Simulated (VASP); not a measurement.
A run of VASP 6.6.1 is set up as follows.

Contents of INCAR:

```
SYSTEM = H22CO11
ALGO = Normal
EDIFF = 1E-6
ENCUT = 520
GGA = PE
ISIF = 2
ISMEAR = -1
IVDW = 12
LASPH = .TRUE.
LCHARG = .TRUE.
LELF = .TRUE.
LREAL = Auto
LVHAR = .TRUE.
LWAVE = .FALSE.
NBANDS = 69
NELM = 60
PREC = Accurate
SIGMA = 0.05
```

File KPOINTS:

```
k-points
0
G
  1 1 1
  0 0 0
```

POSCAR

```
H22CO11
1.0
    7.7711180000      0.0000000000      0.0000000000
    0.0000000000      7.7711180000      0.0000000000
    0.0000000000      0.0000000000      7.7711180000
O H C
11 22 1
Direct
    0.3711049041      0.6313248621      0.3866882474
    0.4547222163      0.2285128086      0.3709633543
    0.6530849229      0.1510336093      0.7998591708
    0.7148134927      0.0539819367      0.4912163218
    0.2140875998      0.1422961278      0.6257143438
    0.2302500104      0.5489557616      0.9103838084
    0.0987888744      0.8139240712      0.2537730092
   -0.0032685130      0.8666449281      0.5872771460
    0.9596431299      0.5467939105      0.6825916168
    0.1955703156      0.2875905372      0.1774004718
    0.6805327110      0.9171653294      0.0635815850
    0.3898924196      0.6412333463      0.5167982265
    0.2478536550      0.6222013358      0.3908189272
    0.4801625712      0.3290002803      0.4327820013
    0.3415210012      0.2677993051      0.3343663035
    0.5552740288      0.2145379854      0.7697219370
    0.6171055439      0.0158407066      0.8426715435
    0.7035538516      0.1529380972      0.3960176644
    0.6929890911      0.0857920315      0.6039671512
    0.2090561487      0.2409177161      0.6915092526
    0.3317798031      0.1631811536      0.5634324431
    0.1404173762      0.6190743726      0.8883020435
    0.2834212529      0.6309645536      0.9940525932
    0.2039474886      0.8188911814      0.3151155342
    0.0447683332      0.9253108755      0.3083340132
    0.0387717700      0.9380760915      0.6867222966
   -0.0996510412      0.9341899068      0.5266681062
    0.8329432136      0.5486855302      0.7130634228
    0.9703365719      0.6687712116      0.6870826051
    0.0697325662      0.2996994770      0.1725491750
    0.2580838433      0.3563579912      0.1002043721
    0.7452595624      0.7074786408      0.2252957683
    0.5979191154      0.6655413031      0.0377423171
    0.6815750321      0.7682420985      0.1079381371
```

Potentials or basis: VASP PAW PBE potentials, release 64 (O, H, C).

Launch:

```sh
$ cat potpaw_PBE.64/O/POTCAR potpaw_PBE.64/H/POTCAR potpaw_PBE.64/C/POTCAR > POTCAR
$ mpirun -np 1 vasp_gam > vasp.out
```

Q: Estimate the largest force.

A: 6.561 eV/Å.

Q: What does it give for the band gap on the k mesh?

A: 3.42 eV, direct.

Stress tensor (GPa, compression positive):
```
 1.33 -0.76  1.09
-0.76  0.01  0.75
 1.09  0.75  0.04
```

Caveat: the standard files for N, O and F lose accuracy on very short bonds.
